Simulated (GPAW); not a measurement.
**CuO: single point with PBE**

CuO:

```
CELL_PARAMETERS angstrom
0.00000 2.32725 2.32725
2.32725 0.00000 2.32725
2.32725 2.32725 0.00000
ATOMIC_POSITIONS crystal
Cu 0.00319 0.99960 0.00189
O 0.24052 0.23968 0.27071
```

The cell comes from a database or a generator and needn't be the stable form of this composition.

The cell isn't the ideal one: atoms moved at random, drawn with an rms of 0.05 Å.

```json
{
 "Program": "GPAW 26.7.0",
 "Task": "single point",
 "Functional": "PBE",
 "Potentials or basis": "GPAW PAW data sets (gpaw-data 1.2.1)",
 "Cutoff": "800 eV",
 "Basis": "pw",
 "k mesh": "10 × 10 × 10",
 "Occupations": "fermi-dirac, width 0.05 eV",
 "Spin": "no spin polarisation",
 "Maxiter": "150"
}
```

```yaml
Pressure: -8.3 GPa
Largest_force: 0.192 eV/Å
Band_gap_on_the_k_mesh: none (metal or under the smearing width)
```

Forces on the atoms (eV/Å):
```
Cu   0.081  0.070 -0.159
O   -0.081 -0.070  0.159
```

Stress tensor (GPa, compression positive):
```
-8.26  0.84 -0.43
 0.84 -8.25 -0.47
-0.43 -0.47 -8.29
```

Levels at points of the mesh, in eV from the Fermi level:
```
           k point  band 7  band 8  band 9  band 10  band 11  band 12
(0.00, 0.00, 0.00)    0.65    0.67    0.75     0.97    13.82    13.83
(0.00, 0.00, 0.50)   -1.73   -0.16   -0.10     5.84     7.71    13.45
(0.00, 0.50, 0.00)   -1.61    0.02    0.10     5.81     7.58    13.28
(0.00, 0.50, 0.50)   -1.27   -1.06   -0.98     5.77     9.20    11.34
(0.50, 0.00, 0.00)   -1.60    0.04    0.11     5.80     7.57    13.29
(0.50, 0.00, 0.50)   -1.27   -1.05   -0.99     5.77     9.19    11.34
(0.50, 0.50, 0.00)   -1.27   -1.11   -0.93     5.78     9.20    11.35
(0.50, 0.50, 0.50)   -1.66   -0.08    0.02     5.82     7.64    13.30
```

It took 5.1 min on 1 thread of Arm Neoverse V1, on a shared host, peak memory 0.49 GiB.

Caveat: with this Cu data set, volumes or pressures lay over 1.5 % or 2 GPa off other programs in two to four cells of ten; an odd number of electrons without spin polarisation forces a metal; a magnetic or distorted state may lie lower; the run has no spin polarisation, though such a crystal can be magnetic; semilocal functionals often make such compounds metallic where correlation or magnetic order opens a gap, which also shifts bond lengths.
